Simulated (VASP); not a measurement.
Wanted: the native input for a VASP 6.6.1 run.

| Quantity | Value |
| --- | --- |
| Task | relaxation of cell and atoms |
| Functional | LDA |
| Potentials or basis | VASP PAW LDA potentials, release 64 (Rh_pv) |
| Cutoff | 600 eV |
| k mesh | 16 × 16 × 16 |
| Occupations | methfessel-paxton, width 0.1 eV |
| Spin | no spin polarisation |
| Further INCAR settings | ALGO = Normal; EDIFF = 1e-06; IBRION = 2; EDIFFG = -0.01; NSW = 90; ISIF = 3 |

The structure of Rh lies in POSCAR:

```
Rh
1.0
    0.0000000000      1.8978500000      1.8978500000
    1.8978500000      0.0000000000      1.8978500000
    1.8978500000      1.8978500000      0.0000000000
Rh
1
Direct
    0.0000000000      0.0000000000      0.0000000000
```

One way to write it, as run:

INCAR

```
SYSTEM = Rh
PREC = Accurate
ENCUT = 600
EDIFF = 1E-6
ISMEAR = 1
SIGMA = 0.1
LREAL = .FALSE.
LASPH = .TRUE.
NELM = 80
ALGO = Normal
ISIF = 3
LWAVE = .FALSE.
LCHARG = .FALSE.
GGA = CA
IBRION = 2
NSW = 90
EDIFFG = -0.01
```

KPOINTS

```
regular mesh
0
G
  16 16 16
  0 0 0
```

Potentials or basis: VASP PAW LDA potentials, release 64 (Rh_pv).

Run with:

```bash
$ cat potpaw_LDA.64/Rh_pv/POTCAR > POTCAR
$ mpirun -np 1 vasp_std > vasp.out
```

Results of the run:

```json
{
 "Relaxed volume": "13.26 Å³/atom",
 "Relaxed cell": "a = 2.657 Å, b = 2.657 Å, c = 2.657 Å, α = 60.00°, β = 60.00°, γ = 60.00°",
 "Space group after relaxing (to 0.05 Å)": "Fm-3m (No. 225)",
 "Energy gained by relaxing": "12.0 meV/atom",
 "Ionic steps": "4",
 "Pressure after relaxing": "-0.1 GPa",
 "Band gap on the k mesh": "none (metal or under the smearing width)"
}
```

Run time: 19 s on 1 thread of Intel(R) Xeon(R) 6975P-C (Granite Rapids), with other jobs on the host, peak memory 0.16 GiB.
